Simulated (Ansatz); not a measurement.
A run of Ansatz 0.2.0 is set up as follows.

File input.yaml:

```yaml
crystal:
  lattice:
    - [0.0, 2.87015, 2.87015]
    - [2.87015, 0.0, 2.87015]
    - [2.87015, 2.87015, 0.0]
  atoms:
    - { symbol: Ag, position: [0.0, 0.0, 0.0] }
    - { symbol: Br, position: [0.5, 0.5, 0.5] }
hamiltonian:
  xc: pbe
  pseudopotentials: { kind: paw }
kpoints:
  mp_grid: { grid: [8, 8, 8] }
scf:
  occupations: { method: gaussian, width: 0.017 }
output:
  forces: true
  stress: true
  eigenvalues: true
```

Potentials or basis: Ansatz PAW.

Launch:

```bash
$ ansatz run input.yaml --threads 2 --pin off --max-ram 5632MiB --backend cpu --events-out ev --progress --plain --runs-dir out
```

**Question.** Predict the band gap on the k mesh.

**Answer.** 0.67 eV, indirect (least direct gap 2.61 eV).

**Question.** Estimate the pressure.

**Answer.** 2.3 GPa.

A k mesh can miss the band edges. PBE gaps usually lie below the measured ones, often by a third to a half.
